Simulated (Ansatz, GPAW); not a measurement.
# Ballistic transport through 4,4'-bipyridine between two Pd chains, from relaxation to T(E), part 2 of 4

Aim: the conductance of 4,4'-bipyridine between two Pd chains after relaxation, and whether geometry, basis or functional moves it most.

GPAW 26.7.0 and Ansatz 0.2.0; Ansatz plane waves; relaxation of the junction with the lead ends held; PAW set soft_1 (the session's first sound run).

So far. Step 2 (Relaxing the atoms): The relaxation lowered the energy of the cell by 0.817 eV.

### 3. Plane-wave reference (PBE)

A plane-wave run comes first: its basis does not favour the atoms, so it serves as the reference for the orbital bases.

This step: Ansatz plane waves; Landauer transmission by layers, zero bias; PAW set soft_1 (Ansatz 0.2.0).

Input file input.yaml:

```yaml
crystal:
  lattice:
    - [10.3351028823, 0.0, 0.0]
    - [0.0, 9.0, 0.0]
    - [0.0, 0.0, 48.6880610438]
  atoms:
    - { symbol: Pd, position: [0.5, 0.5, 0.0256736451] }
    - { symbol: Pd, position: [0.5, 0.5, 0.0770209353] }
    - { symbol: Pd, position: [0.5, 0.5, 0.1283682255] }
    - { symbol: Pd, position: [0.5, 0.5, 0.1797155157] }
    - { symbol: Pd, position: [0.5, 0.5, 0.2310628059] }
    - { symbol: Pd, position: [0.5, 0.5, 0.2824100961] }
    - { symbol: Pd, position: [0.4446149006, 0.4770741054, 0.332509224] }
    - { symbol: Pd, position: [0.5129733354, 0.5052116086, 0.3823687487] }
    - { symbol: "N", position: [0.5062336279, 0.5024876707, 0.4257890109] }
    - { symbol: H, position: [0.7009457442, 0.5560135822, 0.4295816799] }
    - { symbol: H, position: [0.3111675063, 0.4486002877, 0.4279007583] }
    - { symbol: C, position: [0.6131775844, 0.5313947334, 0.4411016871] }
    - { symbol: C, position: [0.3967134722, 0.4728070868, 0.4401802853] }
    - { symbol: C, position: [0.6143992665, 0.5314616628, 0.4696502251] }
    - { symbol: C, position: [0.3905430522, 0.4716836546, 0.4687054029] }
    - { symbol: H, position: [0.704821469, 0.5586901964, 0.479991339] }
    - { symbol: H, position: [0.2983459003, 0.444115607, 0.4782907466] }
    - { symbol: C, position: [0.5010613241, 0.5013646299, 0.4847993708] }
    - { symbol: C, position: [0.4983495457, 0.5012179074, 0.515196947] }
    - { symbol: H, position: [0.7023454796, 0.4504292529, 0.5217243565] }
    - { symbol: H, position: [0.2932829728, 0.5520708523, 0.5199982251] }
    - { symbol: C, position: [0.6095019398, 0.4749630212, 0.5312989522] }
    - { symbol: C, position: [0.3842976916, 0.5276117783, 0.5303428662] }
    - { symbol: C, position: [0.6032190044, 0.4755657765, 0.5598262679] }
    - { symbol: C, position: [0.3854332269, 0.5273210295, 0.5588870824] }
    - { symbol: H, position: [0.6892824061, 0.4540294109, 0.5721024997] }
    - { symbol: H, position: [0.2970952001, 0.549148354, 0.5704117334] }
    - { symbol: "N", position: [0.4929760296, 0.501550139, 0.574211607] }
    - { symbol: Pd, position: [0.4858512226, 0.5030569747, 0.6176196822] }
    - { symbol: Pd, position: [0.557204528, 0.4861332783, 0.6674764127] }
    - { symbol: Pd, position: [0.5, 0.5, 0.7175899039] }
    - { symbol: Pd, position: [0.5, 0.5, 0.7689371941] }
    - { symbol: Pd, position: [0.5, 0.5, 0.8202844843] }
    - { symbol: Pd, position: [0.5, 0.5, 0.8716317745] }
    - { symbol: Pd, position: [0.5, 0.5, 0.9229790647] }
    - { symbol: Pd, position: [0.5, 0.5, 0.9743263549] }
kpoints:
  mp_grid: { grid: [1, 1, 2] }
hamiltonian:
  xc: pbe
  pseudopotentials: { kind: paw, azcp: { folder: soft_1 } }
scf:
  occupations: { method: fermi_dirac, width: 0.1 }
output:
  transmission:
    leads: [[0, 1]]
    e_range: [-2, 2]
    de: 0.025
    kmesh: [1, 1]
    reduced_basis: true
  write_potential: true
  write_density: true
  volumetric_format: npy
  elf: true
```

Started as:

```console
ansatz run input.yaml --threads 4 --pin off --max-ram 8192MiB --backend cpu --events-out ev --progress --plain --runs-dir out
```

Numbers of over 12 decimals in the logs are rounded to 6 here.

Log:

```text
[...]
Crystal: 36 atoms, lattice volume = 4528.765 Å³
Basis set: ecut = 420 eV, 88475 PW (Γ)
Bands: 209, of which v1, the nominal top of the filled ones, is band 173 counted from 1 (172 counted from 0)
Symmetry: 1 space group operations
[...]
k-points: 2
[...]
SCF iter   1: F=—  HF=-114975.391943 eV  |F-HF|=—  |Δ(HF+E_count)|=         —  Δρ=6.02e-2  dr2=6.12e2  ethr=3.10e-3  ⟨swp⟩=11.5  Hψ=2272  notcnv=0
[...]
SCF iter  18: F=-114931.609388 eV  HF=-114931.609388 eV  |F-HF|=3.33e-8  |Δ(HF+E_count)|=  9.75e-10  Δρ=6.97e-7  dr2=4.39e-8  ethr=2.89e-11  ⟨swp⟩=16.0  Hψ=1346  notcnv=0
[...]
SCF 1 converged in 18 iterations: F = -114931.609388 eV  dr2 = 4.39e-8
[...]
transmission: 8 of 76 steps passed
transmission: 16 of 76 steps passed
[...]
transmission: 76 of 76 steps passed
WARN: The output density's exchange-correlation potential varies sharply where the density is thin. Do not read a vacuum level from v_tot or v_xc, or from such a field of the output density. On a cell that repeats whose density bears no net charge and no dipole along the vacuum's axis use v_es (v_loc + v_h of the components); under efield.dipole_correction with no amplitude use v_es + v_field, which holds any externa [...]
SCF converged after 18 iterations
Free energy (F): -114931.609388 eV
[...]
Internal energy: -114929.953162 eV  (E = F + TS)
E sigma→0 (E₀):  -114930.781275 eV
Entropy (-TS):   -1.656226 eV (-46.006 meV/atom)
Fermi energy:    -3.302576 eV
[...]
--- Band table (eV) ---
  k-point 0: bands = [... 169 lower, -3.4439, -3.3792, -3.3602, -3.3113, -3.3026, -3.2527, -3.2035, -3.2001, ... 32 higher]
  k-point 1: bands = [... 169 lower, -3.4520, -3.3786, -3.3570, -3.3032, -3.2974, -3.2529, -3.2067, -3.1998, ... 32 higher]
--- Transmission ---
  basis      : 813 plane waves across, 76 finite elements along
  points     : 1, standing for a mesh of 1 x 1
  filling    : by the input's occupations and mesh, since the crystals that have channels conduct as metals do. If one of these is a semiconductor, that mesh has misplaced its level
  energies   : 161 from -2.000000 to 2.000000 eV about the Fermi level, 0.025000 eV apart; the leads are filled to 0.000000 eV, and channels, transmission and decay are at 0.000000 eV
  crystal 0  : Pd1, at the sites [0, 1], period 2.5000 Å, over 30.00 Å; its Hamiltonian steps by up to 3.7 meV
    offset         : up to 0.0000 Å between an atom of the period and one for which it stands
    filled         : 10.5 meV under the level at which it is neutral
    channels       : 4.000000e0 a spin
    conductance    : 3.3223e14 S/m² at 300 K; may be off by some 0.0 % by where its bands' edges are placed, 0.1 % from the distance to neutral
  junction   : crystal 0 to crystal 0, 0.70 to 46.89 Å
    transmission   : 3.749351e-2 a spin
    conductance    : 3.0336e12 S/m² at 300 K (3.0342e12 on every other energy)
    error estimate : 0.0 % from the energy spacing and 0.1 % from band edges of the leads and from resonances (wavevectors taken as independent; lower de), 3.9 % from the steps of its leads' Hamiltonians or their offsets (lay more layers), 5.7 % from the distance to neutral
    resistance     : 3.2663e-1 Ω µm² beyond half of each lead's own
```

Elapsed: 75 min, on 4 threads of Arm Neoverse V1, shared host; peak memory 6.8 GiB; 3.9 h of CPU time.

This step gave:

```yaml
free_energy: -114931.6094 eV
lead_level: 0 eV from the Fermi level
transmission_at_the_fermi_level_one_spin: 0.03749
open_channels_of_the_lead_at_the_fermi_level_one_spin: 4
step_of_the_potential_along_the_lead: 3.7 meV
offset_of_the_lead: 0 Å
filling_of_the_lead_less_its_bulk_value_in_size: 10.5 meV
conductance: 0.03642 G₀
```

One spin. Transmission, zone mean against energy, zero at the Fermi level:

energy (eV), transmission, zone mean and a bar:
```
   -2.000      0.017 #
   -1.900      0.028 #
   -1.800      0.034 ##
   -1.700      0.036 ##
   -1.600      0.039 ##
   -1.500      0.045 ##
   -1.400      0.053 ###
   -1.300      0.055 ###
   -1.200      0.047 ##
   -1.100      0.042 ##
   -1.000      0.023 #
   -0.900      0.033 ##
   -0.800      0.090 ####
   -0.725      0.118 ######
   -0.700      0.111 ######
   -0.600      0.070 ####
   -0.525      0.599 ##############################
   -0.500      0.484 ########################
   -0.400      0.155 ########
   -0.300      0.087 ####
   -0.200      0.064 ###
   -0.100      0.052 ###
    0.000      0.037 ##
    0.100      0.013 #
    0.200      0.000 
    0.300      0.000 
    0.400      0.000 
    0.500      0.000 
    0.600      0.000 
    0.700      0.000 
    0.800      0.000 
    0.900      0.000 
    1.000      0.000 
    1.100      0.000 
    1.200      0.000 
    1.300      0.000 
    1.400      0.000 
    1.500      0.000 
    1.600      0.000 
    1.700      0.000 
    1.800      0.001 
    1.900      0.001 
    2.000      0.001
```

One spin. Table of open channels, zone mean by energy, zero at the Fermi level:

energy (eV), open channels, zone mean and a bar from the least value:
```
   -2.000       3.00 ###############
   -1.900       3.00 ###############
   -1.800       3.00 ###############
   -1.700       3.00 ###############
   -1.600       3.00 ###############
   -1.500       3.00 ###############
   -1.400       3.00 ###############
   -1.300       3.00 ###############
   -1.200       3.00 ###############
   -1.100       5.00 ##############################
   -1.000       5.00 ##############################
   -0.900       5.00 ##############################
   -0.800       5.00 ##############################
   -0.700       5.00 ##############################
   -0.600       5.00 ##############################
   -0.500       4.00 ######################
   -0.400       4.00 ######################
   -0.300       4.00 ######################
   -0.200       4.00 ######################
   -0.100       4.00 ######################
    0.000       4.00 ######################
    0.100       4.00 ######################
    0.200       1.00 
    0.300       1.00 
    0.400       1.00 
    0.500       1.00 
    0.600       1.00 
    0.700       1.00 
    0.800       1.00 
    0.900       1.00 
    1.000       1.00 
    1.100       1.00 
    1.200       1.00 
    1.300       1.00 
    1.400       1.00 
    1.500       1.00 
    1.600       1.00 
    1.700       1.00 
    1.800       1.00 
    1.900       1.00 
    2.000       1.00
```

Crystal 0, spin -, k parallel (0, 0); distinct values, listed up to 1.5 1/Å. The Im kz of the slowest decaying states by energy, zero at the Fermi level:

| energy (eV) | decay 1 (Å⁻¹) | decay 2 (Å⁻¹) | decay 3 (Å⁻¹) | decay 4 (Å⁻¹) |
| --- | --- | --- | --- | --- |
| -2.0000 | 0.728 | 0.818 | 0.819 | 1.33 |
| -1.7500 | 0.666 | 0.702 | 0.703 | 1.31 |
| -1.5000 | 0.541 | 0.542 | 0.596 | 1.28 |
| -1.2500 | 0.242 | 0.243 | 0.515 | 1.26 |
| -1.0000 | 0.418 | 1.23 | 1.26 | 1.26 |
| -0.7500 | 0.291 | 1.20 | 1.23 | 1.23 |
| -0.5000 | 0.266 | 0.266 | 1.18 | 1.21 |
| -0.2500 | 0.519 | 0.519 | 1.15 | 1.18 |
| 0.0000 | 0.656 | 0.656 | 1.13 | 1.15 |
| 0.2500 | 0.118 | 0.118 | 0.143 | 0.751 |
| 0.5000 | 0.205 | 0.205 | 0.266 | 0.825 |
| 0.7500 | 0.255 | 0.255 | 0.348 | 0.884 |
| 1.0000 | 0.288 | 0.289 | 0.411 | 0.932 |
| 1.2500 | 0.310 | 0.311 | 0.464 | 0.974 |
| 1.5000 | 0.323 | 0.324 | 0.509 | 0.958 |
| 1.7500 | 0.328 | 0.330 | 0.548 | 0.922 |
| 2.0000 | 0.325 | 0.327 | 0.582 | 0.885 |

Crystal 0, spin -, k parallel (0, 0). Re kz of states that move upwards against energy, zero at the Fermi level:

| energy (eV) | channel 1 (Å⁻¹) | channel 2 (Å⁻¹) | channel 3 (Å⁻¹) | channel 4 (Å⁻¹) | channel 5 (Å⁻¹) |
| --- | --- | --- | --- | --- | --- |
| -2.000 | -0.781 | -0.780 | 0.603 | - | - |
| -1.800 | -0.711 | -0.710 | 0.637 | - | - |
| -1.600 | -0.646 | -0.646 | 0.672 | - | - |
| -1.400 | -0.586 | -0.585 | 0.707 | - | - |
| -1.200 | -0.527 | -0.527 | 0.744 | - | - |
| -1.000 | -0.470 | -0.470 | 0.486 | 0.487 | 0.783 |
| -0.800 | -0.413 | -0.413 | 0.750 | 0.750 | 0.826 |
| -0.600 | -0.355 | -0.354 | 0.873 | 1.10 | 1.10 |
| -0.400 | -0.294 | -0.293 | 0.204 | 0.927 | - |
| -0.200 | -0.226 | -0.225 | 0.335 | 0.993 | - |
| 0.000 | -0.141 | -0.140 | 0.425 | 1.08 | - |
| 0.200 | 0.497 | - | - | - | - |
| 0.400 | 0.557 | - | - | - | - |
| 0.600 | 0.609 | - | - | - | - |
| 0.800 | 0.655 | - | - | - | - |
| 1.000 | 0.695 | - | - | - | - |
| 1.200 | 0.732 | - | - | - | - |
| 1.400 | 0.765 | - | - | - | - |
| 1.600 | 0.796 | - | - | - | - |
| 1.800 | 0.825 | - | - | - | - |
| 2.000 | 0.853 | - | - | - | - |

The electrostatic potential energy of an electron (with the applied field's), less the Fermi level, planar mean oscillates, so the rows of the table below give means over windows of 2.43 Å about each position, cut where the curve ends. Its first 14 maxima inside the range that stand out by 2 % of the span (Å: eV): 2.4: 5.07, 5.0: 5.06, 7.4: 5.06, 10.0: 5.03, 12.4: 4.98, 15.0: 4.88, 17.3: 4.58, 19.7: 4.04, 22.2: 2.98, 24.3: 3.09, 26.5: 2.98, 28.9: 4.04, 31.4: 4.58, 33.7: 4.88. Its first 14 minima: 1.2: 3.61, 3.8: 3.61, 6.2: 3.60, 8.8: 3.60, 11.2: 3.54, 13.8: 3.50, 16.2: 3.34, 18.7: 2.95, 21.2: 1.72, 23.1: 1.45, 25.6: 1.45, 27.5: 1.72, 30.0: 2.95, 32.5: 3.34.

The electrostatic potential energy of an electron (with the applied field's), less the Fermi level, planar mean by z; means over each step:

z (Å), electrostatic potential energy of an electron (with the applied field's), less the Fermi level, planar mean (eV) and a bar from the least value:
```
     1.22       4.37 ##############################
     3.65       4.37 ##############################
     6.08       4.37 ##############################
     8.51       4.36 ##############################
    10.94       4.31 #############################
    13.37       4.27 #############################
    15.80       4.13 ###########################
    18.23       3.76 #####################
    20.66       2.81 ########
    23.09       2.24 
    25.52       2.26 
    27.95       2.76 #######
    30.38       3.75 #####################
    32.81       4.12 ##########################
    35.24       4.27 #############################
    37.67       4.31 #############################
    40.10       4.36 ##############################
    42.53       4.36 ##############################
    44.96       4.37 ##############################
    47.39       4.36 ##############################
```

The valence density, planar mean oscillates, so the rows of the table below give means over windows of 2.43 Å about each position, cut where the curve ends. Its first 14 maxima inside the range that stand out by 2 % of the span (Å: e/Å³): 1.2: 0.188, 3.8: 0.188, 6.2: 0.188, 8.8: 0.188, 11.2: 0.188, 13.8: 0.187, 16.2: 0.188, 18.7: 0.187, 21.1: 0.110, 23.1: 0.105, 25.6: 0.105, 27.6: 0.110, 30.0: 0.187, 32.5: 0.188. Its first 14 minima: 2.4: 0.0131, 5.0: 0.0129, 7.4: 0.0131, 10.0: 0.0130, 12.4: 0.0130, 15.0: 0.0142, 17.4: 0.0137, 19.7: 0.0149, 22.2: 0.0574, 24.3: 0.0281, 26.5: 0.0574, 28.9: 0.0149, 31.2: 0.0137, 33.7: 0.0142.

Valence density, planar mean against z; means over each step:

| z (Å) | valence density, planar mean (e/Å³) |
| --- | --- |
| 1.22 | 0.0793 |
| 3.65 | 0.0792 |
| 6.08 | 0.0792 |
| 8.51 | 0.0792 |
| 10.94 | 0.0790 |
| 13.37 | 0.0791 |
| 15.80 | 0.0798 |
| 18.23 | 0.0800 |
| 20.66 | 0.0620 |
| 23.09 | 0.0681 |
| 25.52 | 0.0669 |
| 27.95 | 0.0633 |
| 30.38 | 0.0800 |
| 32.81 | 0.0799 |
| 35.24 | 0.0793 |
| 37.67 | 0.0791 |
| 40.10 | 0.0793 |
| 42.53 | 0.0792 |
| 44.96 | 0.0793 |
| 47.39 | 0.0806 |

Valence density in the ca plane at fractional y = 0.486, with atoms of Pd and N and C within 0.2 Å of it. It is the smooth field of the valence electrons, not physical close to the nuclei.

Ten steps, logarithmic in the rise over the least value, from '0' (0 e/Å³) to '9' (15 e/Å³), each cell a mean:
```
00000000000000000000000000000000000000000000
00000000000000000000000000000000000000000000
00000000000000000000000000000000000000000000
00000000000000000000000000000000000000000000
00000000000000000000000000000000000000000000
00000000000000001100000000000000000000000000
00012211112210013321112321000000000000000000
00013333333310124443334431000000001121100000
00123444444321124555555431000000013555311111
21234544445432134555555431112222125898522234
43456543345543345544445553235664236999633578
53566532234555555532235665348997335787534799
43466543345554455432235665348997322444223689
21235555455532334544445543236775211111112456
00124555555421124555554421112332100000000122
00134544445421123444444320000110000000000000
00124322234320012322223310000000000000000000
00011110012210011110011110000000000000000000
00000000000000000000000000000000000000000000
00000000000000000000000000000000000000000000
00000000000000000000000000000000000000000000
00000000000000000000000000000000000000000000
00000000000000000000000000000000000000000000
00000000000000000000000000000000000000000000
```
Columns run along c (16.0 Å, from fractional 0.40 to 0.73 of the cell), rows up along a (10.3 Å). Atoms in or near the plane, at fractional coordinates: N at (0.43, 0.51), C at (0.44, 0.40), C at (0.47, 0.39), C at (0.48, 0.50), C at (0.52, 0.50), C at (0.53, 0.61), C at (0.56, 0.60), N at (0.57, 0.49), Pd at (0.62, 0.49), Pd at (0.67, 0.56), Pd at (0.72, 0.50).

ELF in the ca plane at fractional y = 0.486, with atoms of Pd and N and C within 0.2 Å of it. It is the smooth field of the valence electrons, not physical close to the nuclei.

Ten even steps from '0' (0.00 × 1e-1) to '9' (9.95 × 1e-1), each cell a mean:
```
00000000000000000000000000000000000000000000
00000000000000000000000000000000000000000000
00000000000000000000000000000000000000000000
00000000000000000000011100000100002210000121
00000000000000000000146410003520026740002675
00000000000000000000289730026861059971016998
00000000000000001000389852148971089983138999
01111100000000111100168865567861079985458998
11111111111101122210026557855641037536845873
12332111111111244321246657856752137526831541
24444222222221343432777863358865658865557866
33223322344322332323852641025327832541136448
34334223323422343423766853247647844751136548
23443223323421234321347636746863358865657865
12222112444311222210036327822641036547854531
11111111232111111100389866657861047757766751
01110011111100000001799962379982069864358995
00000001111000000001799940169982069851038996
00000000000000000000488610048850037730015884
00000000000000000000144200014410013310002441
00000000000000000000000000000000000000000000
00000000000000000000000000000000000000000000
00000000000000000000000000000000000000000000
00000000000000000000000000000000000000000000
```
Columns run along c (16.0 Å, from fractional 0.26 to 0.59 of the cell), rows up along a (10.3 Å). Atoms in or near the plane, at fractional coordinates: Pd at (0.28, 0.50), Pd at (0.33, 0.44), Pd at (0.38, 0.51), N at (0.43, 0.51), C at (0.44, 0.40), C at (0.47, 0.39), C at (0.48, 0.50), C at (0.52, 0.50), C at (0.53, 0.61), C at (0.56, 0.60), N at (0.57, 0.49).

Electrostatic potential energy in the ca plane at fractional y = 0.486, with atoms of Pd and N and C within 0.2 Å of it. With pseudopotentials it is smooth inside the atoms' cores, unlike the true potential.

Ten even steps from '0' (-56 eV) to '9' (2 eV), each cell a mean:
```
99999999999999999999999999999999999999999999
99999999999999999999999999999999999999999999
99999999999999999999999999999999999999999999
99999999999999999999999999999999999999999999
99999999999999999999999999999999999999999999
99999999999999999999999999999999999999999999
99999999999999999999999999987789998789999999
99999999999999998778877899997567876579999999
99999999999999997325633689986103511489999999
99999999865789986325632688986102400379999889
99888998410268743568876446754446743358985336
87434787200048500378884003400378884004861002
84000378510268731468875114510478884115861001
84000379866789975114522578876446744568984225
97322689999999984003300489986214511589998788
99878899999999986446633689997546744789999999
99999999999999986789887789998888988899999999
99999999999999998999998899999999999999999999
99999999999999999999999999999999999999999999
99999999999999999999999999999999999999999999
99999999999999999999999999999999999999999999
99999999999999999999999999999999999999999999
99999999999999999999999999999999999999999999
99999999999999999999999999999999999999999999
```
Columns run along c (16.0 Å, from fractional 0.31 to 0.64 of the cell; values clipped at the 3rd and 97th percentile), rows up along a (10.3 Å). Atoms in or near the plane, at fractional coordinates: Pd at (0.33, 0.44), Pd at (0.38, 0.51), N at (0.43, 0.51), C at (0.44, 0.40), C at (0.47, 0.39), C at (0.48, 0.50), C at (0.52, 0.50), C at (0.53, 0.61), C at (0.56, 0.60), N at (0.57, 0.49), Pd at (0.62, 0.49).

The largest of the program's own error estimates on the conductance is 5.7 %. T at the Fermi level is 0.0375 of 4 open channels a spin.

(Part 2 of 4 ends here.)

[Logs are printed without paths, hosts, clocks, repeated set-up lines and the standing remarks that a program may print on its own settings, such as how far it seeks lower states.]

[Hosts, paths, dates, database ids (printed as entryN), source tags and the programs' standing remarks are cut or masked in the printed files.]
